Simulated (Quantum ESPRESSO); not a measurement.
Runs of Quantum ESPRESSO 7.5 on SiC (Moissanite 3C). The structure is cubic, space group F-43m (No. 216). Conventional cell: a = 4.358 Å, b = 4.358 Å, c = 4.358 Å, α = 90.00°, β = 90.00°, γ = 90.00°. Around Si (site symmetry -43m) lie 4 C at 1.89 Å. C (site symmetry -43m) is surrounded by 4 Si at 1.89 Å. 

```tsv
level	potentials or basis	k mesh	cutoff (eV)	mesh quality	gap on the mesh (eV)
PBE	PseudoDojo 0.4 SR PBE stringent	6 × 6 × 6	1116	not flagged	1.36
PBEsol	PseudoDojo 0.4.1 SR PBEsol standard	6 × 6 × 6	1116	not flagged	1.24
PBE	PseudoDojo 0.4.1 SR PBE standard	6 × 6 × 6	1116	not flagged	1.36
PBE	PseudoDojo 0.4 SR PBE stringent	4 × 4 × 4	776	coarse	(a)
PBE	PseudoDojo 0.4 SR PBE stringent	4 × 4 × 4	503	coarse	1.31
```

Alike in all rows: task single point; no spin polarisation; cell as given; smearing fixed.

**Question.** Fill in the values left out.

**Answer.** (a) 1.35.

Caveats: some runs use coarse meshes.

A k mesh can miss the band edges.

Not every run made on this cell is shown here.
